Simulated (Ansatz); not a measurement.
# Rh (Fm-3m) in Ansatz: equation of state

Aim: energy against volume of Rh in PBEsol, for its equilibrium volume and stiffness.

All numbers are computed with Ansatz 0.2.0; they aren't measurements. Logs are shortened: lines on timing, memory, paths and dates and some standing lists are left out, and cuts for length are marked.

**What was measured.**

From “Thermal equation of state of rhodium characterized by XRD in a resistively heated diamond anvil cell”, 2024, pmc:11535440, for a bulk crystal of Rh: bulk modulus 264 ± 1 GPa.

The runs below are set against these values where they give the same quantity.

## (1) Starting point

It takes space group Fm-3m (No. 225, cubic). Conventional cell: a = 3.796 Å, b = 3.796 Å, c = 3.796 Å, α = 90.00°, β = 90.00°, γ = 90.00°. Around Rh (site symmetry m-3m) lie 12 Rh at 2.68 Å.

## (2) Single point, PBEsol, 12.85 Å³/atom (volume scaled by 0.94)

The input, input.yaml:

```yaml
crystal:
  lattice:
    - [0.0, 1.8591074964, 1.8591074964]
    - [1.8591074964, 0.0, 1.8591074964]
    - [1.8591074964, 1.8591074964, 0.0]
  atoms:
    - { symbol: Rh, position: [0.0, 0.0, 0.0] }
hamiltonian:
  xc: pbesol
  pseudopotentials: { kind: paw }
kpoints:
  mp_grid: { grid: [12, 12, 12] }
scf:
  occupations: { method: fermi_dirac, width: 0.05 }
output:
  forces: true
  stress: true
  eigenvalues: true
```

Potentials or basis: Ansatz PAW.

Command:

```console
ansatz run input.yaml --threads 2 --pin off --max-ram 5632MiB --backend cpu --events-out ev --progress --plain --runs-dir out
```

Output:

```text
Warning: RAYON_NUM_THREADS=2 ignored (pool sized by the plan → 2); use --threads N
Engine: ansatz 0.2.0, aarch64-unknown-linux-gnu
Pseudopotentials: kind: paw
Pseudopotential: Rh, paw, valence charge 17, recommended cutoff 420 eV (normal), Rh.paw.azcp
Functional definition: PBEsol
  exchange = pbesol_x
  correlation = pbesol_c
Crystal: 1 atoms, lattice volume = 12.851 Å³
Basis set: ecut = 420 eV, 259 PW (Γ), exchange–correlation on 36×36×36 points (8 copies of the dense FFT grid, shifted against one another)
Bands: 13, of which v1, the nominal top of the filled ones, is band 9 counted from 1 (8 counted from 0)
Symmetry: 48 space group operations
Space group: Fm-3m (ITA 225), of the structure as read, at distance tolerance 2.3e-5 Å
k-points: 72 of 1728
Non-local potential: Rh, projectors of the file, l = 0: 3, l = 1: 2, l = 2: 2, l = 3: 1
PAW form: soft (Blöchl's): semilocal exchange-correlation on the pseudo side does not see the compensation charge
PAW frozen core: Rh, regenerated for the run's functional, and the local potential with it (the file was generated under x = pbe(κ = 0.804, μ = 0.2195149727645171), c = pbe(β = 0.06672455060314922))
PAW one-centre angular grid: Rh, 590 points (default); XC on 64 Gauss nodes
Initial density: superposition of atomic densities (neutral atoms: chi_scale 0, normalization atom), corrected by the library's trained network
Initial wavefunctions: pseudopotential atomic-orbital guess
Functional: x = pbesol(κ = 0.804, μ = 0.12345679012345678), c = pbesol(β = 0.046)
SCF iter   1: F=—  HF=-6338.726625 eV  |F-HF|=—  |Δ(HF+E_count)|=         —  Δρ=1.09e-2  dr2=1.18e-2  ethr=1.77e-3  ⟨swp⟩=5.1  Hψ=5218  notcnv=0
preconditioner: auto → none  [metal: Δε(μ)=0.109 eV  Ē_g=14.699 eV  σ=0.050 eV  W_gap=0.44  n_scr=0 (ndim 8)  ℏωp=31.1 eV  f_vac=0.000  D(μ)=0.82/eV (n_scr^D=14)]
SCF iter   2: F=—  HF=-6338.723163 eV  |F-HF|=—  |Δ(HF+E_count)|=   3.46e-3  Δρ=3.80e-3  dr2=9.23e-4  ethr=6.94e-5  ⟨swp⟩=2.7  Hψ=2274  notcnv=0
SCF iter   3: F=—  HF=-6338.722910 eV  |F-HF|=—  |Δ(HF+E_count)|=   2.53e-4  Δρ=1.56e-3  dr2=5.76e-5  ethr=5.43e-6  ⟨swp⟩=2.4  Hψ=1402  notcnv=0
SCF iter   4: F=—  HF=-6338.722910 eV  |F-HF|=—  |Δ(HF+E_count)|=   1.29e-7  Δρ=9.04e-5  dr2=2.95e-7  ethr=3.39e-7  ⟨swp⟩=2.0  Hψ=1520  notcnv=0
iter 5 did not close the SCF: its close was put off for the readings that it lacked (scf_convergence_deferred on its scf_iter line)
SCF iter   5: F=-6338.722910 eV  HF=-6338.722910 eV  |F-HF|=3.03e-9  |Δ(HF+E_count)|=   1.29e-8  Δρ=1.98e-5  dr2=8.75e-9  ethr=1.74e-9  ⟨swp⟩=2.1  Hψ=1482  notcnv=0
SCF iter   6: F=-6338.722910 eV  HF=-6338.722910 eV  |F-HF|=9.91e-11  |Δ(HF+E_count)|=   4.16e-9  Δρ=4.14e-6  dr2=3.88e-10  ethr=5.14e-11  ⟨swp⟩=2.0  Hψ=2748  notcnv=0
SCF 1 converged in 6 iterations: F = -6338.722910 eV  dr2 = 3.88e-10
SCF converged after 6 iterations
Free energy (F): -6338.722910 eV
Harris-Foulkes:  -6338.722910 eV  (|F-HF|=9.91e-11)
Internal energy: -6338.715661 eV  (E = F + TS)
E sigma→0 (E₀):  -6338.719286 eV
Entropy (-TS):   -0.007249 eV (-7.249 meV/atom)
Fermi energy:    24.271331 eV
--- Per-component energies (eV) ---
  E_band       = -58.162253
  E_kinetic    = 575.617381
  E_local      = -1480.190714  (includes V_loc(G=0)·N_el)
  E_nonlocal   = 356.215783
  E_hartree    = 520.572117
  E_xc         = -221.628344
  E_vxc        = -279.323999  (∫ρ·V_xc dr)
  E_paw        = -3523.846118  (= ΣΔE_a)
  E_vpaw       = -271.626008  (= ΣTr[D̂ρ^β])
  E_aug_tail   = 0.000825  (compensation charges beyond the density's cutoff)
  E_ewald      = -2565.732790
  E_core_change = 0.276200  (= ΣΔE_core)
  E_smearing   = -0.007249  (= −TS)
  E_closure    = 0.000000  (closes the sum)
  Σ components = -6338.722910   (vs F -6338.722910, Δ=0.00e0)
--- Forces (eV/Å), atoms counted from 1 ---
  atom   1  Rh     0.00000000    -0.00000000     0.00000000
  max |Σ_I F_I| component: 2.67e-32 eV/Å
--- Stress (GPa, compression-positive) ---
       16.415657      -0.000000      -0.000000
       -0.000000      16.415657      -0.000000
        0.000000       0.000000      16.415657
  P = ⅓ Tr σ = 16.4157 GPa (164.157 kbar)
--- Band table (eV; the first three rows and the last of 72) ---
  k-point 0: bands = ["-54.8013", "-22.1897", "-22.1897", "-22.1897", "15.6921", "20.8007", "20.8007", "20.8007", "23.1460", "23.1460", "39.8882", "45.5733", "45.5733"]
  k-point 1: bands = ["-54.7913", "-22.2544", "-22.1983", "-22.1983", "15.9878", "20.6672", "20.9180", "20.9180", "23.0801", "23.0801", "40.3325", "44.2636", "46.0221"]
  k-point 2: bands = ["-54.7636", "-22.4292", "-22.2217", "-22.2217", "16.7645", "20.4343", "21.1557", "21.1557", "23.0212", "23.0212", "41.3512", "41.9711", "47.2823"]
  k-point 71: bands = ["-54.5990", "-22.8000", "-22.8000", "-22.5396", "18.6470", "20.0129", "20.0129", "22.8796", "25.3644", "34.3273", "34.3273", "36.0414", "37.5304"]
```

Run time: 0.61 s. Hardware: 2 threads of Arm Neoverse V1, shared host; peak memory 0.25 GiB.

Results:

```
Free energy            : -6338.7229 eV
Pressure               : 16.4 GPa
Band gap on the k mesh : none (metal or under the smearing width)
```

Caveat: the PAW data sets come from PBE, with cores solved anew for the run's functional, which leaves a small shift of forces and pressure.

## (3) Single point, PBEsol, 13.12 Å³/atom (volume scaled by 0.96)

The input, input.yaml:

```yaml
crystal:
  lattice:
    - [0.0, 1.8722002341, 1.8722002341]
    - [1.8722002341, 0.0, 1.8722002341]
    - [1.8722002341, 1.8722002341, 0.0]
  atoms:
    - { symbol: Rh, position: [0.0, 0.0, 0.0] }
hamiltonian:
  xc: pbesol
  pseudopotentials: { kind: paw }
kpoints:
  mp_grid: { grid: [12, 12, 12] }
scf:
  occupations: { method: fermi_dirac, width: 0.05 }
output:
  forces: true
  stress: true
  eigenvalues: true
  write_density: true
  write_potential: true
  elf: true
  volumetric_format: npy
```

Potentials or basis: Ansatz PAW.

Command:

```console
ansatz run input.yaml --threads 2 --pin off --max-ram 5632MiB --backend cpu --events-out ev --progress --plain --runs-dir out
```

Run time: 1.3 s. Hardware: 2 threads of Arm Neoverse V1, shared host; peak memory 0.26 GiB.

It converged, with:

```
Free energy            : -6338.7443 eV
Pressure               : 8.9 GPa
Band gap on the k mesh : none (metal or under the smearing width)
```

Caveat: the PAW data sets come from PBE, with cores solved anew for the run's functional, which leaves a small shift of forces and pressure.

## (4) Single point, PBEsol, 13.40 Å³/atom (volume scaled by 0.98)

The input, input.yaml:

```yaml
crystal:
  lattice:
    - [0.0, 1.8851123679, 1.8851123679]
    - [1.8851123679, 0.0, 1.8851123679]
    - [1.8851123679, 1.8851123679, 0.0]
  atoms:
    - { symbol: Rh, position: [0.0, 0.0, 0.0] }
hamiltonian:
  xc: pbesol
  pseudopotentials: { kind: paw }
kpoints:
  mp_grid: { grid: [12, 12, 12] }
scf:
  occupations: { method: fermi_dirac, width: 0.05 }
output:
  forces: true
  stress: true
  eigenvalues: true
```

Potentials or basis: Ansatz PAW.

Command:

```console
ansatz run input.yaml --threads 2 --pin off --max-ram 5632MiB --backend cpu --events-out ev --progress --plain --runs-dir out
```

Output:

```text
Warning: RAYON_NUM_THREADS=2 ignored (pool sized by the plan → 2); use --threads N
[... 6 set-up lines as earlier in the session ...]
Crystal: 1 atoms, lattice volume = 13.398 Å³
Basis set: ecut = 420 eV, 259 PW (Γ), exchange–correlation on 36×36×36 points (8 copies of the dense FFT grid, shifted against one another)
Bands: 13, of which v1, the nominal top of the filled ones, is band 9 counted from 1 (8 counted from 0)
[... 1 set-up line as earlier in the session ...]
Space group: Fm-3m (ITA 225), of the structure as read, at distance tolerance 2.4e-5 Å
k-points: 72 of 1728
[... 7 set-up lines as earlier in the session ...]
SCF iter   1: F=—  HF=-6338.757654 eV  |F-HF|=—  |Δ(HF+E_count)|=         —  Δρ=1.09e-2  dr2=1.28e-2  ethr=1.77e-3  ⟨swp⟩=5.2  Hψ=5217  notcnv=0
preconditioner: auto → none  [metal: Δε(μ)=0.105 eV  Ē_g=14.219 eV  σ=0.050 eV  W_gap=0.44  n_scr=0 (ndim 8)  ℏωp=30.4 eV  f_vac=0.000  D(μ)=0.88/eV (n_scr^D=14)]
SCF iter   2: F=—  HF=-6338.754004 eV  |F-HF|=—  |Δ(HF+E_count)|=   3.65e-3  Δρ=4.01e-3  dr2=1.17e-3  ethr=7.51e-5  ⟨swp⟩=2.6  Hψ=2247  notcnv=0
SCF iter   3: F=—  HF=-6338.753655 eV  |F-HF|=—  |Δ(HF+E_count)|=   3.49e-4  Δρ=1.54e-3  dr2=5.98e-5  ethr=6.90e-6  ⟨swp⟩=2.4  Hψ=1403  notcnv=0
SCF iter   4: F=—  HF=-6338.753646 eV  |F-HF|=—  |Δ(HF+E_count)|=   9.66e-6  Δρ=9.08e-5  dr2=3.27e-7  ethr=3.52e-7  ⟨swp⟩=2.0  Hψ=1548  notcnv=0
iter 5 did not close the SCF: its close was put off for the readings that it lacked (scf_convergence_deferred on its scf_iter line)
SCF iter   5: F=-6338.753646 eV  HF=-6338.753646 eV  |F-HF|=1.79e-10  |Δ(HF+E_count)|=   2.06e-8  Δρ=2.18e-5  dr2=1.24e-8  ethr=1.92e-9  ⟨swp⟩=2.1  Hψ=1538  notcnv=0
SCF iter   6: F=-6338.753646 eV  HF=-6338.753646 eV  |F-HF|=9.82e-11  |Δ(HF+E_count)|=   1.87e-9  Δρ=4.31e-6  dr2=4.46e-10  ethr=7.27e-11  ⟨swp⟩=2.0  Hψ=2743  notcnv=0
SCF 1 converged in 6 iterations: F = -6338.753646 eV  dr2 = 4.46e-10
SCF converged after 6 iterations
Free energy (F): -6338.753646 eV
Harris-Foulkes:  -6338.753646 eV  (|F-HF|=9.82e-11)
Internal energy: -6338.745808 eV  (E = F + TS)
E sigma→0 (E₀):  -6338.749727 eV
Entropy (-TS):   -0.007838 eV (-7.838 meV/atom)
Fermi energy:    23.007859 eV
--- Per-component energies (eV) ---
  E_band       = -76.706667
  E_kinetic    = 573.912584
  E_local      = -1531.242669  (includes V_loc(G=0)·N_el)
  E_nonlocal   = 356.159781
  E_hartree    = 537.210976
  E_xc         = -220.970278
  E_vxc        = -278.444445  (∫ρ·V_xc dr)
  E_paw        = -3523.754342  (= ΣΔE_a)
  E_vpaw       = -271.515134  (= ΣTr[D̂ρ^β])
  E_aug_tail   = 0.000793  (compensation charges beyond the density's cutoff)
  E_ewald      = -2530.338852
  E_core_change = 0.276200  (= ΣΔE_core)
  E_smearing   = -0.007838  (= −TS)
  E_closure    = 0.000000  (closes the sum)
  Σ components = -6338.753646   (vs F -6338.753646, Δ=0.00e0)
--- Forces (eV/Å), atoms counted from 1 ---
  atom   1  Rh    -0.00000000     0.00000000    -0.00000000
  max |Σ_I F_I| component: 7.81e-32 eV/Å
--- Stress (GPa, compression-positive) ---
        2.175530       0.000000      -0.000000
        0.000000       2.175530       0.000000
       -0.000000       0.000000       2.175530
  P = ⅓ Tr σ = 2.1755 GPa (21.755 kbar)
--- Band table (eV; the first three rows and the last of 72) ---
  k-point 0: bands = ["-55.9222", "-23.3730", "-23.3730", "-23.3730", "14.7481", "19.7582", "19.7582", "19.7582", "21.9552", "21.9552", "38.6977", "44.1599", "44.1599"]
  k-point 1: bands = ["-55.9137", "-23.4289", "-23.3806", "-23.3806", "15.0321", "19.6338", "19.8687", "19.8687", "21.8950", "21.8950", "39.1085", "42.8517", "44.5779"]
  k-point 2: bands = ["-55.8906", "-23.5802", "-23.4010", "-23.4010", "15.7847", "19.4127", "20.0928", "20.0928", "21.8428", "21.8428", "40.0198", "40.5611", "45.7524"]
  k-point 71: bands = ["-55.7532", "-23.9031", "-23.9031", "-23.6772", "17.7346", "19.0055", "19.0055", "21.7198", "24.0255", "32.7423", "32.7423", "34.3779", "35.8541"]
```

It took 0.61 s on 2 threads of Arm Neoverse V1, shared host; peak memory 0.26 GiB.

Results:

- Free energy: -6338.7536 eV
- Pressure: 2.2 GPa
- Band gap on the k mesh: none (metal or under the smearing width)

Caveat: the PAW data sets come from PBE, with cores solved anew for the run's functional, which leaves a small shift of forces and pressure.

## (5) Single point, PBEsol, 13.67 Å³/atom

input.yaml: that of step 4 with these lines changed.

```diff
@@ -2,5 +2,5 @@
   lattice:
-    - [0.0, 1.8851123679, 1.8851123679]
-    - [1.8851123679, 0.0, 1.8851123679]
-    - [1.8851123679, 1.8851123679, 0.0]
+    - [0.0, 1.89785, 1.89785]
+    - [1.89785, 0.0, 1.89785]
+    - [1.89785, 1.89785, 0.0]
   atoms:
```

Command:

```console
ansatz run input.yaml --threads 2 --pin off --max-ram 5632MiB --backend cpu --events-out ev --progress --plain --runs-dir out
```

It took 0.61 s on 2 threads of Arm Neoverse V1, shared host; peak memory 0.26 GiB.

The run converged. Its results:

- Free energy: -6338.7522 eV
- Pressure: -3.7 GPa
- Band gap on the k mesh: none (metal or under the smearing width)

Caveat: the PAW data sets come from PBE, with cores solved anew for the run's functional, which leaves a small shift of forces and pressure.

## (6) Single point, PBEsol, 13.94 Å³/atom (volume scaled by 1.02)

input.yaml: that of step 5 with these lines changed.

```diff
@@ -2,5 +2,5 @@
   lattice:
-    - [0.0, 1.89785, 1.89785]
-    - [1.89785, 0.0, 1.89785]
-    - [1.89785, 1.89785, 0.0]
+    - [0.0, 1.9104189093, 1.9104189093]
+    - [1.9104189093, 0.0, 1.9104189093]
+    - [1.9104189093, 1.9104189093, 0.0]
   atoms:
```

Potentials or basis: Ansatz PAW.

Command:

```console
ansatz run input.yaml --threads 2 --pin off --max-ram 5632MiB --backend cpu --events-out ev --progress --plain --runs-dir out
```

It took 0.63 s on 2 threads of Arm Neoverse V1, shared host; peak memory 0.26 GiB.

It converged, with:

```
Free energy            : -6338.7413 eV
Pressure               : -8.9 GPa
Band gap on the k mesh : none (metal or under the smearing width)
```

Caveat: the PAW data sets come from PBE, with cores solved anew for the run's functional, which leaves a small shift of forces and pressure.

## (7) Single point, PBEsol, 14.22 Å³/atom (volume scaled by 1.04)

input.yaml: that of step 6 with these lines changed.

```diff
@@ -2,5 +2,5 @@
   lattice:
-    - [0.0, 1.9104189093, 1.9104189093]
-    - [1.9104189093, 0.0, 1.9104189093]
-    - [1.9104189093, 1.9104189093, 0.0]
+    - [0.0, 1.9228245745, 1.9228245745]
+    - [1.9228245745, 0.0, 1.9228245745]
+    - [1.9228245745, 1.9228245745, 0.0]
   atoms:
```

Command:

```console
ansatz run input.yaml --threads 2 --pin off --max-ram 5632MiB --backend cpu --events-out ev --progress --plain --runs-dir out
```

It took 0.65 s on 2 threads of Arm Neoverse V1, shared host; peak memory 0.26 GiB.

It converged, with:

```yaml
Free_energy: -6338.7221 eV
Pressure: -13.5 GPa
Band_gap_on_the_k_mesh: none (metal or under the smearing width)
```

Caveat: the PAW data sets come from PBE, with cores solved anew for the run's functional, which leaves a small shift of forces and pressure.

## (8) Single point, PBEsol, 14.49 Å³/atom (volume scaled by 1.06)

The input, input.yaml:

```yaml
crystal:
  lattice:
    - [0.0, 1.935072195, 1.935072195]
    - [1.935072195, 0.0, 1.935072195]
    - [1.935072195, 1.935072195, 0.0]
  atoms:
    - { symbol: Rh, position: [0.0, 0.0, 0.0] }
hamiltonian:
  xc: pbesol
  pseudopotentials: { kind: paw }
kpoints:
  mp_grid: { grid: [12, 12, 12] }
scf:
  occupations: { method: fermi_dirac, width: 0.05 }
output:
  forces: true
  stress: true
  eigenvalues: true
  write_density: true
  write_potential: true
  elf: true
  volumetric_format: npy
```

Command:

```console
ansatz run input.yaml --threads 2 --pin off --max-ram 5632MiB --backend cpu --events-out ev --progress --plain --runs-dir out
```

Wall time 0.81 s (2 threads of Arm Neoverse V1, shared host); peak memory 0.26 GiB.

Results (log left out):

* Free energy: -6338.6954 eV
* Pressure: -17.6 GPa
* Band gap on the k mesh: none (metal or under the smearing width)

Caveat: the PAW data sets come from PBE, with cores solved anew for the run's functional, which leaves a small shift of forces and pressure.

## (9) Equation of state, PBEsol

Potentials or basis: Ansatz PAW.

This step only gathers the single runs of the series.

Results:

| Item | Value |
| --- | --- |
| Equilibrium volume | 13.49 Å³/atom |
| Bulk modulus | 296 GPa |
| Pressure derivative of the bulk modulus | 5.1 |

Energy against volume, from the lowest point:
| volume (Å³/atom) | energy (meV/atom) |
| --- | --- |
| 12.851 | 30.74 |
| 13.125 | 9.31 |
| 13.398 | 0.00 |
| 13.671 | 1.45 |
| 13.945 | 12.34 |
| 14.218 | 31.59 |
| 14.492 | 58.23 |

## (10) Against experiment

Step 9. A measured bulk modulus of Rh is 264 GPa (quoted in “Thermal equation of state of rhodium characterized by XRD in a resistively heated diamond anvil cell”, 2024, pmc:11535440); the calculated 296 GPa misses it by +12.2 %. The fit is for a static lattice scaled at fixed shape and fixed fractional positions.
